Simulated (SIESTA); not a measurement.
Runs of SIESTA 5.4.2 on PtS2. The structure is trigonal, space group P-3m1 (No. 164). The conventional cell has a = 3.543 Å, b = 3.543 Å, c = 5.039 Å, α = 90.00°, β = 90.00°, γ = 120.00°. Pt (site symmetry -3m) is surrounded by 6 S at 2.34 Å. S (site symmetry 3m) is surrounded by 3 Pt at 2.34 Å. 

```csv
task,level,potentials or basis,cell,optimiser,force tolerance,energy shift,gap on the mesh (eV),pressure (GPa),relaxed volume (Å³/atom),largest force (eV/Å)
relaxation of cell and atoms,PBE,"PseudoDojo 0.4 standard (PBE files), DZP (energy shift 0.01 Ry)",relaxed,CG,0.02 eV/Å,0.01 Ry,0.47,0.0,18.92,-
band structure,BLYP,"PseudoDojo 0.4 standard (PBE files), DZP (energy shift 0.003 Ry; two zetas on semicore shells)",as given,-,-,0.003 Ry,0.98,22.8,-,2.51
single point,PBEsol,"PseudoDojo 0.4 standard (PBEsol files), DZP (energy shift 0.003 Ry; two zetas on semicore shells)",as given,-,-,0.003 Ry,0.91,9.5,-,1.61
band structure,LDA,"PseudoDojo 0.4 standard (LDA files), DZP (energy shift 0.003 Ry; two zetas on semicore shells)",as given,-,-,0.003 Ry,0.87,6.7,-,1.47
band structure,vdW-DF-cx,"PseudoDojo 0.4 standard (PBE files), DZP (energy shift 0.003 Ry; two zetas on semicore shells)",as given,-,-,0.003 Ry,0.93,11.4,-,1.93
relaxation of cell and atoms,LDA,"PseudoDojo 0.4 standard (LDA files), DZP (energy shift 0.002 Ry)",relaxed,-,0.01 eV/Å,0.002 Ry,none,0.0,16.34,-
band structure,RPBE,"PseudoDojo 0.4 standard (PBE files), DZP (energy shift 0.002 Ry)",as given,-,-,0.002 Ry,0.99,17.1,-,2.01
relaxation of cell and atoms,PBE,"PseudoDojo 0.4 standard (PBE files), SZ (energy shift 0.002 Ry)",relaxed,-,0.04 eV/Å,0.002 Ry,none,-0.2,20.89,0.02
band structure,AM05,"PseudoDojo 0.4 standard (PBEsol files), DZP (energy shift 0.003 Ry; two zetas on semicore shells)",as given,-,-,0.003 Ry,0.94,9.2,-,(a)
relaxation of cell and atoms,PBE,"PseudoDojo 0.4 standard (PBE files), DZ (energy shift 0.01 Ry)",relaxed,-,0.02 eV/Å,0.01 Ry,none,0.0,(b),0.01
single point,PBE,"PseudoDojo 0.4 standard (PBE files), DZP (energy shift 0.002 Ry)",as given,-,-,0.002 Ry,0.94,14.9,-,1.97
```

Alike in all rows: no spin polarisation; k mesh 9 × 9 × 5; smearing fermi-dirac 0.05 eV; grid cutoff 800 Ry.

Q: Fill in the values left out.

A: (a) 1.46; (b) 17.40.

Caveats: the basis of atomic orbitals isn't converged, which shifts pressures, moduli and gaps; spin-orbit coupling is left out, which moves the levels of the heavy elements (some runs); short orbitals over semicore shells can move pressures by several GPa (some runs); semicore shells carry a single zeta, which can move pressures by several GPa and volumes by a few percent (some runs); the potentials were made for another functional, which shifts forces and pressure (some runs); an odd mesh through Γ misses points on the zone boundary, where band edges often lie (some runs); forces of over 1 eV/Å show positions far from the minimum, so gaps and moduli don't describe the material at rest (some runs).

A k mesh can miss the band edges, and the runs leave out spin-orbit coupling on Pt.

A gap of «none» marks a metal or a gap under the smearing width.

Not every run made on this cell is shown here.
